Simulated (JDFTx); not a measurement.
Runs of JDFTx 1.7.0 (patched build) on Be. The structure is hexagonal, space group P6_3/mmc (No. 194). The conventional cell has a = 2.285 Å, b = 2.285 Å, c = 3.584 Å, α = 90.00°, β = 90.00°, γ = 120.00°. Be (site symmetry -6m2) is surrounded by 12 Be at 2.23 to 2.29 Å. 

| level | potentials or basis | k mesh | cutoff (eV) | mesh quality | gap on the mesh (eV) | pressure (GPa) | relaxed volume (Å³/atom) |
| --- | --- | --- | --- | --- | --- | --- | --- |
| PBEsol | SG15-PBE-1.2 with smoothed tails | 6 × 6 × 4 | 1088 | coarse | none | 0.0 | 7.81 |
| PBE+D2 | PseudoDojo-SR-PBE-0.5-standard with smoothed tails | 13 × 13 × 8 | 1197 | not flagged | none | 0.0 | (a) |
| LDA | SG15-PBE-1.2 with smoothed tails | 6 × 6 × 4 | 1088 | coarse | none | 0.0 | (b) |
| r2SCAN | SG15-PBE-1.2 with smoothed tails | 6 × 6 × 4 | 1088 | coarse | none | 0.0 | 7.98 |
| RPBE | SG15-PBE-1.2 with smoothed tails | 6 × 6 × 4 | 1088 | coarse | none | 0.0 | 8.29 |

Alike in all rows: task relaxation of cell and atoms; no spin polarisation; cell relaxed; smearing fermi-dirac 0.05 eV.

Task: Fill in the values left out.

Result: (a) 7.73; (b) 7.40.

Caveats: some runs use coarse meshes; the potentials were made for another functional, which shifts forces and pressure (some runs); pairwise dispersion overbinds metals, which lowers pressure and volume (some runs); the plane waves are those of the starting cell, so after so large a change of volume the result is rough (some runs).

A gap of «none» marks a metal or a gap under the smearing width.
